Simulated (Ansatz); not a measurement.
## AlN under changes of volume

One of the cells (8.421 Å³/atom); the others are scaled copies at fixed shape and fractional positions:

```
CELL_PARAMETERS angstrom
0.00000 2.03452 2.03452
2.03452 0.00000 2.03452
2.03452 2.03452 0.00000
ATOMIC_POSITIONS crystal
Al 0.50000 0.50000 0.50000
N 0.00000 0.00000 0.00000
```

Measurements of this composition are mostly on another form, of space group No. 186.

| Item | Value |
| --- | --- |
| Program | Ansatz 0.2.0 |
| Functional | PBE |
| Potentials or basis | Ansatz PAW |
| Cutoff | 420 eV (not typed: the program's choice for these potentials) |
| k mesh | 11 × 11 × 11 |
| Occupations | fermi-dirac, width 0.05 eV |
| Spin | no spin polarisation |

| volume (Å³/atom) | energy over the lowest point (meV/atom) | pressure (GPa) | gap on the mesh (eV) |
| --- | --- | --- | --- |
| 7.916 | 27.40 | 18.0 | 5.18 |
| 8.085 | 12.02 | 11.5 | 4.97 |
| 8.253 | 3.05 | 5.6 | 4.77 |
| 8.421 | 0.00 | 0.3 | 4.58 |
| 8.590 | ? | ? | ? |
| 8.758 | 9.35 | -8.9 | 4.21 |
| 8.927 | 20.84 | -12.8 | 4.03 |

Q: What does the run at 8.590 Å³/atom give?

A: Energy over the lowest point 2.29 meV/atom; pressure -4.5 GPa; gap on the mesh 4.39 eV.

Worked out: A Birch-Murnaghan fit of order 3 (a polynomial in V^(-2/3)) to the other rows has its minimum at 8.43 Å³/atom with B0 = V·E''(V) = 252 GPa and B' = 3.8. It gives 2.26 meV/atom at 8.590 Å³/atom, against the run's 2.29, and -dE/dV = -4.5 GPa, against -4.5. A straight line through the other rows of the gap, of slope -9.54 eV per unit of ln V, gives 4.39 eV, against the run's 4.39.

Energies are extrapolated to zero smearing.

Caveats: odd divisions of the mesh miss points on the zone boundary, where band edges often lie, so the gap on the mesh can be too wide.

A mesh can miss the band edges.
